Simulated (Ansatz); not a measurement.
Space group Fd-3m:1 (No. 227). a = 6.566 Å, b = 6.566 Å, c = 6.566 Å, α = 90.00°, β = 90.00°, γ = 90.00°
```csv
atom,site,symmetry,x,y,z
Sn,8b,-43m,0.0000,0.0000,0.5000
```

Equation of state of this Sn structure (not necessarily the ground state), with shape and atoms relaxed at each volume where symmetry leaves them free. Level of theory: DFT r2SCAN, scalar-relativistic, plane waves, PAW in Ansatz.

Settings: cutoff 500 eV, Γ-centred mesh 12×12×12 on the computed 2-atom cell, Gaussian smearing of 0.10 eV; no spin polarisation.

```json
{"V (Å³/atom)": "31.144", "E − E(largest V) (meV/atom)": "48.02", "P (GPa)": "7.46", "gap on mesh (eV)": "0.34"}
{"V (Å³/atom)": "32.206", "E − E(largest V) (meV/atom)": "6.72", "P (GPa)": "5.08", "gap on mesh (eV)": "0.08"}
{"V (Å³/atom)": "33.268", "E − E(largest V) (meV/atom)": "-20.15", "P (GPa)": "3.09", "gap on mesh (eV)": "0.00"}
{"V (Å³/atom)": "34.330", "E − E(largest V) (meV/atom)": "-34.86", "P (GPa)": "1.41", "gap on mesh (eV)": "0.00"}
{"V (Å³/atom)": "35.391", "E − E(largest V) (meV/atom)": "-39.34", "P (GPa)": "0.00", "gap on mesh (eV)": "0.00"}
{"V (Å³/atom)": "36.453", "E − E(largest V) (meV/atom)": "-35.26", "P (GPa)": "-1.18", "gap on mesh (eV)": "0.00"}
{"V (Å³/atom)": "37.515", "E − E(largest V) (meV/atom)": "-24.04", "P (GPa)": "-2.16", "gap on mesh (eV)": "0.00"}
{"V (Å³/atom)": "38.930", "E − E(largest V) (meV/atom)": "0.00", "P (GPa)": "-3.22", "gap on mesh (eV)": "0.00"}
```

Question: Fit a third-order Birch–Murnaghan equation to E(V).

Answer: V0 = 35.39 Å³/atom, B0 = 43 GPa, B0' = 4.9.